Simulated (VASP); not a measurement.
# Sb (P-1) in VASP: convergence with ENCUT

Aim: find how far ENCUT must go before the results for Sb settle, at PBE. This setting moves, with any that are tied to it; all else stays.

All numbers are computed with VASP 6.6.1; they aren't measurements. Logs are shortened: lines on timing, memory, paths and dates and some standing lists are left out, and cuts for length are marked.

### 1 The cell of the first run

The typed cell holds 2 atoms: a = 3.355 Å, b = 3.355 Å, c = 5.470 Å, α = 90.00°, β = 90.00°, γ = 120.00°.

This isn't the form of Sb at room conditions, which is rhombohedral.

The cell isn't the ideal one: atoms moved at random, drawn with an rms of 0.02 Å.

### 2 With ENCUT 200 eV

File INCAR:

```
SYSTEM = Sb
PREC = Accurate ; ENCUT = 200
EDIFF = 1E-6 ; ISMEAR = 0
SIGMA = 0.02 ; LREAL = .FALSE.
LASPH = .TRUE. ; NELM = 60
ALGO = Normal ; ISIF = 2
LWAVE = .FALSE. ; LCHARG = .FALSE.
GGA = PE
```

File KPOINTS:

```
Automatic mesh
0
G
  7 7 4
  0 0 0
```

File POSCAR:

```
Sb
1.0
    3.3545324186      0.0000000000      0.0000000000
   -1.6772662093      2.9051102923      0.0000000000
    0.0000000000      0.0000000000      5.4701606500
Sb
2
Direct
    0.6629940000      0.3303420000      0.7515060000
    0.3363300000      0.6714820000      0.2509500000
```

Potentials or basis: VASP PAW PBE potentials, release 64 (Sb).

On the command line:

```bash
$ cat potpaw_PBE.64/Sb/POTCAR > POTCAR
$ mpirun -np 1 vasp_std > vasp.out
```

OUTCAR:

```text
SYSTEM = Sb
   PREC = Accurate
   ENCUT = 200
   EDIFF = 1E-6
   ISMEAR = 0
   LREAL = .FALSE.
   LASPH = .TRUE.
   NELM = 60
   ISIF = 2
   GGA = PE

 Found     99 irreducible k-points:

 Following reciprocal coordinates:
            Coordinates               Weight
  0.000000  0.000000  0.000000      1.000000
  0.142857  0.000000  0.000000      2.000000
  0.000000  0.142857  0.000000      2.000000
 -0.142857  0.142857  0.000000      2.000000
  0.285714  0.000000  0.000000      2.000000
  0.000000  0.285714  0.000000      2.000000
   k-points           NKPTS =     99   k-points in BZ     NKDIM =     99   number of bands    NBANDS=      9
   number of dos      NEDOS =    301   number of ions     NIONS =      2
   total plane-waves  NPLWV =   7168
   dimension x,y,z NGX =    16 NGY =   16 NGZ =   28
   dimension x,y,z NGXF=    32 NGYF=   32 NGZF=   56
   ions per type =               2
   NGX,Y,Z   is equivalent  to a cutoff of   7.93,  7.93,  8.51 a.u.
   NGXF,Y,Z  is equivalent  to a cutoff of  15.86, 15.86, 17.02 a.u.
 SYSTEM =  Sb
   PREC   = accura    normal or accurate (medium, high low for compatibility)
   ISTART =      0    job   : 0-new  1-cont  2-samecut
   ICHARG =      2    charge: 1-file 2-atom 10-const
   ISPIN  =      1    spin polarized calculation?
   LNONCOLLINEAR =      F non collinear calculations
   LSORBIT =      F    spin-orbit coupling
   LASPH  =      T    aspherical Exc in radial PAW
   ENCUT  =  200.0 eV  14.70 Ry    3.83 a.u.   3.87  3.87  6.31*2*pi/ulx,y,z
   NELM   =     60;   NELMIN=  2; NELMDL= -5     # of ELM steps
   EDIFF  = 0.1E-05   stopping-criterion for ELM
   LREAL  =      F    real-space projection
   EDIFFG = 0.1E-04   stopping-criterion for IOM
   NSW    =      0    number of steps for IOM
   IBRION =     -1    ionic relax: 0-MD 1-quasi-New 2-CG
   NFREE  =      0    steps in history (QN), initial steepest desc. (CG)
   ISIF   =      2    stress and relaxation
   ISYM   =      2    0-nonsym 1-usesym 2-fastsym
   POTIM  = 0.5000    time-step for ionic-motion
   TEBEG  =    0.0;   TEEND  =   0.0 temperature during run
   PSTRESS=    0.0 pullay stress
   NELECT =      10.0000    total number of electrons
   NUPDOWN=      -1.0000    fix difference up-down
   EMIN   =  10.00;   EMAX   =-10.00  energy-range for DOS
   EFERMI =   0.00;   METHOD = LEGACY
   ISMEAR =     0;   SIGMA  =   0.02  broadening in eV -4-tet -1-fermi 0-gaus
   EFERMI_NEDOS =   21; number of points for ismear=-14 and -15
   IALGO  =     38    algorithm
   IMIX   =      4    mixing-type and parameters
     AMIX     =   0.40;   BMIX     =  1.00
     AMIX_MAG =   1.60;   BMIX_MAG =  1.00
  volume/ion in A,a.u.               =      26.65       179.87
  Fermi-wavevector in a.u.,A,eV,Ry     =   0.937152  1.770960 11.949364  0.878253
  Thomas-Fermi vector in A             =   2.064234
   LORBIT       =      0    0 simple, 1 ext, 2 COOP (PROOUT), +10 PAW based schemes
   GGA     = PE    functional components
   LHFCALC =     F    Hartree Fock is set to
   AEXX    =    0.0000 exact exchange contribution
   IVDW    =     0    specifies the selected vdW correction
   LEPSILON=     F    determine dielectric tensor
   LRPA    =     F    only Hartree local field effects (RPA)
 non-spin polarized calculation
 Gauss-broadening in eV      SIGMA  =   0.02
  energy-cutoff  :      200.00
  volume of cell :       53.31
 maximum number of plane-waves:       352
   NGX =  7   NGY =  7   NGZ = 13

 number of electron      10.0000000 magnetization

 number of electron       9.9999996 magnetization

 Free energy of the ion-electron system (eV)
  ---------------------------------------------------
  ext. energy  EPLUGINS =         0.00000000
  ---------------------------------------------------
  free energy    TOTEN  =        -7.70781889 eV

  energy without entropy =       -7.70717653  energy(sigma->0) =       -7.70749771

 E-fermi :   8.5412     XC(G=0): -10.2772

 val. band max:        8.5374084597   @ k =  -0.1429   0.4286   0.0000
 cond. band min:       8.5434384351   @ k =   0.2857   0.1429   0.0000
 fundamental gap:      0.0060299754
 Fermi energy:         8.5412274888

 k-point     1 :       0.0000    0.0000    0.0000
  band No.  band energies     occupation
      1      -4.3469      2.00000
      2      -0.5159      2.00000
      3       2.7726      2.00000
      4      12.2357      0.00000
      5      12.3038      0.00000
      6      13.8735      0.00000
      7      13.9589      0.00000
      8      14.1578      0.00000
      9      16.3842      0.00000

 k-point     2 :       0.1429    0.0000    0.0000
  band No.  band energies     occupation
      1      -3.9858      2.00000
      2      -0.2006      2.00000
      3       3.1481      2.00000
      4       9.5461      0.00000
      5      11.1986      0.00000
      6      12.2062      0.00000
      7      13.6943      0.00000
      8      13.9360      0.00000
      9      15.7839      0.00000

 k-point     3 :       0.0000    0.1429    0.0000
  band No.  band energies     occupation
      1      -3.9852      2.00000
      2      -0.2016      2.00000
      3       3.1500      2.00000
      4       9.5256      0.00000
      5      11.2210      0.00000
      6      12.2274      0.00000
      7      13.6708      0.00000
      8      13.9126      0.00000
      9      15.7832      0.00000

 k-point     4 :      -0.1429    0.1429    0.0000
  band No.  band energies     occupation
      1      -3.9856      2.00000
      2      -0.2010      2.00000
      3       3.1489      2.00000
      4       9.5375      0.00000
      5      11.2085      0.00000
      6      12.2135      0.00000
      7      13.6849      0.00000
      8      13.9263      0.00000
      9      15.7857      0.00000

 k-point     5 :       0.2857    0.0000    0.0000
  band No.  band energies     occupation
      1      -2.9211      2.00000
      2       0.6407      2.00000
      3       4.2411      2.00000
      4       5.9674      2.00000
      5       9.1051      0.00000
      6       9.8747      0.00000
      7      11.6773      0.00000
      8      13.0970      0.00000
      9      13.9928      0.00000

 k-point     6 :       0.0000    0.2857    0.0000
  band No.  band energies     occupation
      1      -2.9171      2.00000
      2       0.6329      2.00000
      3       4.2516      2.00000
      4       5.9623      2.00000
      5       9.1091      0.00000
      6       9.8840      0.00000
      7      11.6166      0.00000
      8      13.0945      0.00000
      9      13.9931      0.00000

 [... further k-points ...]
[... 5 lines left out ...]
  --------------------------------------------------------------------------------------
  -------------------------------------------------------------------------------------
  Total        0.5927492      0.6884931      0.2483870     -0.0177439      0.0001447     -0.0001409
  in kB       17.8150418     20.6926207      7.4652567     -0.5332911      0.0043503     -0.0042352
  external PRESSURE =      15.3243064 kB  Pullay stress =       0.0000000 kB

 VOLUME and BASIS-vectors are now :
 -----------------------------------------------------------------------------
  energy-cutoff  :      200.00
  volume of cell :       53.31
      direct lattice vectors                 reciprocal lattice vectors
     3.354532419  0.000000000  0.000000000     0.298104139  0.172110505  0.000000000
    -1.677266209  2.905110292  0.000000000     0.000000000  0.344221010  0.000000000
     0.000000000  0.000000000  5.470160650     0.000000000  0.000000000  0.182809987

 POSITION                                       TOTAL-FORCE (eV/Angst)
 -----------------------------------------------------------------------------------
      1.66996      0.95968      4.11086        -0.004778     -0.061483     -0.006319
      0.00198      1.95073      1.37274         0.004778      0.061483      0.006319
 -----------------------------------------------------------------------------------
    total drift:                                0.000000     -0.000001      0.000004

  FREE ENERGIE OF THE ION-ELECTRON SYSTEM (eV)
  ---------------------------------------------------
  free  energy   TOTEN  =        -7.7078188919 eV

  energy  without entropy=       -7.7071765320  energy(sigma->0) =       -7.70749771
```

It took 5 s on 1 thread of AMD EPYC 9R45 (Zen 5), shared host; peak memory 0.09 GiB.

What came out:

| Property | Result |
| --- | --- |
| Free energy | -7.7078 eV |
| Pressure | 1.5 GPa |
| Largest force | 0.062 eV/Å |
| Band gap on the k mesh | none (metal or under the smearing width) |

### 3 With ENCUT 250 eV

Changes to INCAR since step 2:

```diff
@@ -1,3 +1,3 @@
 SYSTEM = Sb
-PREC = Accurate ; ENCUT = 200
+PREC = Accurate ; ENCUT = 250
 EDIFF = 1E-6 ; ISMEAR = 0
```

KPOINTS is that of step 2.

POSCAR is that of step 2.

Potentials or basis: VASP PAW PBE potentials, release 64 (Sb).

On the command line:

```bash
$ cat potpaw_PBE.64/Sb/POTCAR > POTCAR
$ mpirun -np 1 vasp_std > vasp.out
```

Run time: 6.6 s. Hardware: 1 thread of AMD EPYC 9R45 (Zen 5), shared host; peak memory 0.1 GiB.

Results:

* Free energy: -7.7113 eV
* Pressure: 1.6 GPa
* Largest force: 0.062 eV/Å
* Band gap on the k mesh: none (metal or under the smearing width)

### 4 With ENCUT 300 eV

Changes to INCAR since step 3:

```diff
@@ -1,3 +1,3 @@
 SYSTEM = Sb
-PREC = Accurate ; ENCUT = 250
+PREC = Accurate ; ENCUT = 300
 EDIFF = 1E-6 ; ISMEAR = 0
```

KPOINTS is that of step 3.

POSCAR is that of step 3.

On the command line:

```bash
$ cat potpaw_PBE.64/Sb/POTCAR > POTCAR
$ mpirun -np 1 vasp_std > vasp.out
```

It took 7.6 s on 1 thread of AMD EPYC 9R45 (Zen 5), shared host; peak memory 0.11 GiB.

What came out:

```yaml
Free_energy: -7.7121 eV
Pressure: 1.6 GPa
Largest_force: 0.062 eV/Å
Band_gap_on_the_k_mesh: none (metal or under the smearing width)
```

### 5 With ENCUT 350 eV

Changes to INCAR since step 4:

```diff
@@ -1,3 +1,3 @@
 SYSTEM = Sb
-PREC = Accurate ; ENCUT = 300
+PREC = Accurate ; ENCUT = 350
 EDIFF = 1E-6 ; ISMEAR = 0
```

KPOINTS is that of step 4.

POSCAR is that of step 4.

On the command line:

```bash
$ cat potpaw_PBE.64/Sb/POTCAR > POTCAR
$ mpirun -np 1 vasp_std > vasp.out
```

Run time: 9.3 s. Hardware: 1 thread of AMD EPYC 9R45 (Zen 5), shared host; peak memory 0.12 GiB.

Results:

```yaml
Free_energy: -7.7121 eV
Pressure: 1.6 GPa
Largest_force: 0.062 eV/Å
Band_gap_on_the_k_mesh: none (metal or under the smearing width)
```

### 6 With ENCUT 400 eV

Changes to INCAR since step 5:

```diff
@@ -1,3 +1,3 @@
 SYSTEM = Sb
-PREC = Accurate ; ENCUT = 350
+PREC = Accurate ; ENCUT = 400
 EDIFF = 1E-6 ; ISMEAR = 0
```

KPOINTS is that of step 5.

POSCAR is that of step 5.

Potentials or basis: VASP PAW PBE potentials, release 64 (Sb).

On the command line:

```bash
$ cat potpaw_PBE.64/Sb/POTCAR > POTCAR
$ mpirun -np 1 vasp_std > vasp.out
```

Run time: 13 s. Hardware: 1 thread of AMD EPYC 9R45 (Zen 5), shared host; peak memory 0.14 GiB.

What came out:

```
Free energy            : -7.7122 eV
Pressure               : 1.6 GPa
Largest force          : 0.062 eV/Å
Band gap on the k mesh : none (metal or under the smearing width)
```

### 7 With ENCUT 450 eV

Changes to INCAR since step 6:

```diff
@@ -1,3 +1,3 @@
 SYSTEM = Sb
-PREC = Accurate ; ENCUT = 400
+PREC = Accurate ; ENCUT = 450
 EDIFF = 1E-6 ; ISMEAR = 0
```

KPOINTS is that of step 6.

POSCAR is that of step 6.

On the command line:

```bash
$ cat potpaw_PBE.64/Sb/POTCAR > POTCAR
$ mpirun -np 1 vasp_std > vasp.out
```

It took 14 s on 1 thread of AMD EPYC 9R45 (Zen 5), shared host; peak memory 0.15 GiB.

Results:

```
Free energy            : -7.7123 eV
Pressure               : 1.6 GPa
Largest force          : 0.062 eV/Å
Band gap on the k mesh : none (metal or under the smearing width)
```

### 8 With ENCUT 500 eV

Changes to INCAR since step 7:

```diff
@@ -1,3 +1,3 @@
 SYSTEM = Sb
-PREC = Accurate ; ENCUT = 450
+PREC = Accurate ; ENCUT = 500
 EDIFF = 1E-6 ; ISMEAR = 0
```

KPOINTS is that of step 7.

POSCAR is that of step 7.

On the command line:

```bash
$ cat potpaw_PBE.64/Sb/POTCAR > POTCAR
$ mpirun -np 1 vasp_std > vasp.out
```

Wall time 15 s (1 thread of AMD EPYC 9R45 (Zen 5), shared host); peak memory 0.16 GiB.

Results:

```
Free energy            : -7.7124 eV
Pressure               : 1.6 GPa
Largest force          : 0.062 eV/Å
Band gap on the k mesh : none (metal or under the smearing width)
```

### 9 With ENCUT 600 eV

Changes to INCAR since step 8:

```diff
@@ -1,3 +1,3 @@
 SYSTEM = Sb
-PREC = Accurate ; ENCUT = 500
+PREC = Accurate ; ENCUT = 600
 EDIFF = 1E-6 ; ISMEAR = 0
```

KPOINTS is that of step 8.

POSCAR is that of step 8.

Potentials or basis: VASP PAW PBE potentials, release 64 (Sb).

On the command line:

```bash
$ cat potpaw_PBE.64/Sb/POTCAR > POTCAR
$ mpirun -np 1 vasp_std > vasp.out
```

Run time: 23 s. Hardware: 1 thread of AMD EPYC 9R45 (Zen 5), shared host; peak memory 0.19 GiB.

What came out:

- Free energy: -7.7125 eV
- Pressure: 1.6 GPa
- Largest force: 0.062 eV/Å
- Band gap on the k mesh: none (metal or under the smearing width)

### 10 With ENCUT 800 eV

Changes to INCAR since step 9:

```diff
@@ -1,3 +1,3 @@
 SYSTEM = Sb
-PREC = Accurate ; ENCUT = 600
+PREC = Accurate ; ENCUT = 800
 EDIFF = 1E-6 ; ISMEAR = 0
```

KPOINTS is that of step 9.

POSCAR is that of step 9.

On the command line:

```bash
$ cat potpaw_PBE.64/Sb/POTCAR > POTCAR
$ mpirun -np 1 vasp_std > vasp.out
```

It took 33 s on 1 thread of AMD EPYC 9R45 (Zen 5), shared host; peak memory 0.23 GiB.

It converged, with:

```yaml
Free_energy: -7.7125 eV
Pressure: 1.6 GPa
Largest_force: 0.062 eV/Å
Band_gap_on_the_k_mesh: none (metal or under the smearing width)
```

### 11 The series at a glance

```
 ENCUT  energy less the tightest run, at zero smearing (meV/atom)  pressure (GPa)  SCF cycles  CPU time (s)  peak memory (GiB)
200 eV                                                       2.36            1.53          10           4.6               0.09
250 eV                                                       0.62            1.58          10           6.2                0.1
300 eV                                                       0.23            1.60          10           7.2               0.11
350 eV                                                       0.21            1.59          10           8.9               0.12
400 eV                                                       0.15            1.60          11            12               0.14
450 eV                                                       0.10            1.60          11            14               0.15
500 eV                                                       0.08            1.61          11            14               0.16
600 eV                                                       0.03            1.60          11            23               0.19
800 eV                                                       0.00            1.61          11            33               0.23
```

Against the tightest run, the energy stays within 1 meV/atom from 250 eV on; the pressure stays within 0.1 GPa from 200 eV on. The tightest run that finished is the yardstick and may itself not be fully converged.
